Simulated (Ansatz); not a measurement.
PbS:

```
Pb S
1.0
     2.07995   -5.99130    0.00000
     2.07995    5.99130    0.00000
     0.00000    0.00000    4.27932
Pb S
2 2
Direct
  0.13056 0.86944 0.25000
  0.86944 0.13056 0.75000
  0.35480 0.64520 0.25000
  0.64520 0.35480 0.75000
```

Measurements of this composition are mostly on another form, of space group No. 225.

| Property | Result |
| --- | --- |
| Program | Ansatz 0.2.0 |
| Task | relaxation of cell and atoms |
| Functional | PBE |
| Potentials or basis | Ansatz PAW |
| Cutoff | 420 eV (not typed: the program's choice for these potentials) |
| k mesh | 7 × 7 × 6 |
| Occupations | fermi-dirac, width 0.05 eV |
| Spin | no spin polarisation |

At the start: volume 26.66 Å³/atom.

How do energy, volume and symmetry change on relaxing?

It ends after 5 steps and the volume is 27.53 Å³/atom (+3.2 %); space group Cmcm (No. 63, to 0.05 Å).

Step by step:
```
step  energy change (eV)  largest force (eV/Å)  volume (Å³)
   1              0.0000                0.1016       106.65
   2             -0.0070                0.0431       111.07
   3             -0.0096                0.0093       110.11
   4             -0.0097                0.0048       110.12
   5             -0.0100                0.0048       110.12
```

Final structure:
```
Pb S
1.0
     2.09626   -6.11297    0.00000
     2.09626    6.11297    0.00000
     0.00000    0.00000    4.29674
Pb S
2 2
Direct
  0.13302 0.86698 0.25000
  0.86698 0.13302 0.75000
  0.35442 0.64558 0.25000
  0.64558 0.35442 0.75000
```

Caveat: the plane-wave basis is chosen anew once the cell has moved, so the energies of steps on either side of that aren't comparable.
